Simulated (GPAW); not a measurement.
Fe:

```xyz
1
Lattice="-1.4430 1.4430 1.4430 1.4430 -1.4430 1.4430 1.4430 1.4430 -1.4430" Properties=species:S:1:pos:R:3 pbc="T T T"
Fe    0.0000    0.0000    0.0000
```

```yaml
Program: GPAW 26.7.0
Task: relaxation of cell and atoms
Functional: PBEsol
Dispersion: D4
Potentials_or_basis: PAW data sets generated in the run's folder for this functional
Cutoff: 600 eV
Basis: pw
k_mesh: 13 × 13 × 13
Occupations: fermi-dirac, width 0.05 eV
Spin: collinear spin, ferromagnetic start
Starting_moments: "[3.0] μB"
```

At the start: pressure -18.3 GPa; volume 12.02 Å³/atom.

Question: How do energy, volume and symmetry change on relaxing?

Answer: Over 4 steps the energy falls by 79.1 meV/atom and the volume is 10.81 Å³/atom (-10.0 %); space group Im-3m (No. 229, to 0.05 Å); moment 2.05 μB per cell.

Step by step:
| step | energy change (eV) | largest force (eV/Å) | pressure (GPa) | volume (Å³) |
| --- | --- | --- | --- | --- |
| 1 | 0.0000 | 0.0000 | -18.34 | 12.02 |
| 2 | -0.0625 | 0.0000 | -9.93 | 11.33 |
| 3 | -0.0775 | 0.0000 | 3.31 | 10.65 |
| 4 | -0.0791 | 0.0000 | -0.18 | 10.81 |

Final structure:
```xyz
1
Lattice="-1.3930 1.3930 1.3930 1.3930 -1.3930 1.3930 1.3930 1.3930 -1.3930" Properties=species:S:1:pos:R:3 pbc="T T T"
Fe    0.0000    0.0000    0.0000
```

Caveat: each step starts from the last one's moments, so a moment once lost doesn't come back; later steps reuse the first step's grids; pairwise dispersion overbinds metals, which lowers pressure and volume.
